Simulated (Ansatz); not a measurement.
MnS, 2 atoms in the cell. The structure is cubic, space group Fm-3m (No. 225). The conventional cell has a = 5.209 Å, b = 5.209 Å, c = 5.209 Å, α = 90.00°, β = 90.00°, γ = 90.00°. Mn (site symmetry m-3m) has 6 S at 2.60 Å as nearest neighbours. Around S (site symmetry m-3m) lie 6 Mn at 2.60 Å. 

```yaml
Program: Ansatz 0.2.0
Task: relaxation of cell and atoms
Functional: PBEsol
Dispersion: D4
Potentials_or_basis: Ansatz PAW
Cutoff: "420 eV (not typed: the program's choice for these potentials)"
k_mesh: 9 × 9 × 9
Occupations: fermi-dirac, width 0.05 eV
Spin: collinear spin, ferromagnetic start
Starting_moments: "[4.0, 0.0] μB"
```

Potentials or basis: Ansatz PAW.

The run is started by

```bash
$ ansatz run input.yaml --threads 2 --pin off --max-ram 5120MiB --backend cpu --events-out ev --progress --plain --runs-dir out
```

Hardware: 2 threads of AMD EPYC 9B45 (Zen 5), on a shared host.

Problem. Estimate the wall time of this run.

Solution. Wall time 4.8 s on 2 threads of AMD EPYC 9B45 (Zen 5) (shared host), peak memory 0.41 GiB. Counts: scf iterations 60, plane waves 537, k points 35, bands 17, ion steps 7.
